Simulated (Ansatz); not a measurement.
All numbers below come from DFT PBE, scalar-relativistic, plane waves, PAW (Ansatz). All cells share a 420 eV cutoff and Γ-centred k meshes spaced at most about 0.3 Å⁻¹ (about 0.25 or finer for metals, 2π included). No spin polarisation.

Temperature and zero-point effects are left out.

Two relaxed structures of Sn4Se:

A.

```
CELL_PARAMETERS angstrom
5.54685 0.00000 0.00000
0.00000 5.54685 0.00000
0.00000 0.00000 5.54685
ATOMIC_POSITIONS crystal
Sn 0.50000 0.00000 0.00000
Sn 0.00000 0.50000 0.00000
Sn 0.00000 0.00000 0.50000
Sn 0.50000 0.50000 0.50000
Se 0.00000 0.00000 0.00000
```

B.

```
CELL_PARAMETERS angstrom
0.00000 5.42098 5.42098
5.42098 0.00000 5.42098
5.42098 5.42098 0.00000
ATOMIC_POSITIONS crystal
Sn 0.35473 0.35473 0.35473
Sn 0.35473 0.35473 0.93580
Sn 0.35473 0.93580 0.35473
Sn 0.93580 0.35473 0.35473
Sn 0.89527 0.89527 0.31420
Sn 0.89527 0.89527 0.89527
Sn 0.89527 0.31420 0.89527
Sn 0.31420 0.89527 0.89527
Se 0.75000 0.75000 0.75000
Se 0.50000 0.50000 0.50000
```

Question: Which is lower in energy, and by how much?

Answer: B is lower, by 175 meV/atom. A has space group Pm-3m (No. 221), 34.1 Å³/atom and no gap on its mesh; B has space group Fd-3m (No. 227), 31.9 Å³/atom and no gap. Counting Sn atoms around Se (those within 1.25 times the shortest such distance or 1.15 times the sum of covalent radii), A has Se 6 and B has Se 4. The denser one is the lower, and pressure would at first widen the difference. Even the lower one lies +0.16 eV/atom against the reference forms of the elements (uncorrected), so neither is stable at this level. In A, around Sn on a site of symmetry 4/mmm lie 2 Se at 2.77 Å and 12 Sn at 3.92 Å; Sn on a site of symmetry m-3m is surrounded by 12 Sn at 3.92 Å (long contacts); Se has 6 Sn at 2.77 Å. In B, Sn is surrounded by 1 Se at 2.73 Å and 3 Sn at 3.21 Å; Se is surrounded by 4 Sn at 2.73 Å. Both come from invented guesses.

Cells relaxed within their symmetry can be saddle points.
